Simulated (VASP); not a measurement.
Write the native input for VASP 6.6.1 that does the following.

```
Task                   : band structure
Functional             : PBEsol
Potentials or basis    : VASP PAW PBE potentials, release 64 (Si)
Cutoff                 : 520 eV
k mesh                 : 12 × 12 × 11
Occupations            : fermi-dirac, width 0.05 eV
Spin                   : no spin polarisation
Further INCAR settings : ALGO = Normal; EDIFF = 1e-06; NBANDS = 8
```

Crystal: Si.

```
Si
1.0
     2.62054    0.00000    0.00000
    -1.31027    2.26946    0.00000
     0.00000    0.00000    2.46635
Si
1
Direct
  0.00000 0.00000 0.00000
```

This isn't the form of Si at room conditions, which is diamond.

These files were run (other wordings do the same):

POSCAR

```
Si
1.0
    2.6205428149      0.0000000000      0.0000000000
   -1.3102714075      2.2694566494      0.0000000000
    0.0000000000      0.0000000000      2.4663543900
Si
1
Direct
    0.0000000000      0.0000000000      0.0000000000
```

INCAR.step1

```
SYSTEM = Si
ALGO = Normal
EDIFF = 1E-6
ENCUT = 520
GGA = PS
ISIF = 2
ISMEAR = -1
LASPH = .True.
LCHARG = .True.
LREAL = .False.
LWAVE = .False.
NBANDS = 8
NELM = 60
PREC = Accurate
SIGMA = 0.05
```

KPOINTS.step1

```
k-points
0
Gamma
  12 12 11
  0 0 0
```

INCAR.step2

```
SYSTEM = Si
ALGO = Normal
EDIFF = 1E-6
ENCUT = 520
GGA = PS
ICHARG = 11
ISIF = 2
ISMEAR = 0
LASPH = .True.
LCHARG = .False.
LREAL = .False.
LWAVE = .False.
NBANDS = 8
NELM = 60
PREC = Accurate
SIGMA = 0.05
```

KPOINTS.step2

```
path GMKGALHA,LM,KH
15
line-mode
reciprocal
 0.0000000000  0.0000000000  0.0000000000  G
 0.5000000000  0.0000000000  0.0000000000  M

 0.5000000000  0.0000000000  0.0000000000  M
 0.3333333333  0.3333333333  0.0000000000  K

 0.3333333333  0.3333333333  0.0000000000  K
 0.0000000000  0.0000000000  0.0000000000  G

 0.0000000000  0.0000000000  0.0000000000  G
 0.0000000000  0.0000000000  0.5000000000  A

 0.0000000000  0.0000000000  0.5000000000  A
 0.5000000000  0.0000000000  0.5000000000  L

 0.5000000000  0.0000000000  0.5000000000  L
 0.3333333333  0.3333333333  0.5000000000  H

 0.3333333333  0.3333333333  0.5000000000  H
 0.0000000000  0.0000000000  0.5000000000  A

 0.5000000000  0.0000000000  0.5000000000  L
 0.5000000000  0.0000000000  0.0000000000  M

 0.3333333333  0.3333333333  0.0000000000  K
 0.3333333333  0.3333333333  0.5000000000  H
```

Potentials or basis: VASP PAW PBE potentials, release 64 (Si).

The run is started by

```console
$ cat potpaw_PBE.64/Si/POTCAR > POTCAR
$ cp INCAR.step1 INCAR
$ cp KPOINTS.step1 KPOINTS
$ mpirun -np 1 vasp_std > vasp.out
$ cp INCAR.step2 INCAR
$ cp KPOINTS.step2 KPOINTS
$ mpirun -np 1 vasp_std > vasp.out
```

It gave:

```json
{
 "Band gap along the path": "none (metal or under the smearing width)"
}
```

Caveat: the log is that of the step along the path at fixed density, whose energy, stress, charges and moments have no meaning.

Run time: 12 s on 1 thread of Intel(R) Xeon(R) Platinum 8259CL CPU @ 2.50GHz (Skylake/Cascade Lake), on a shared host, peak memory 0.12 GiB.
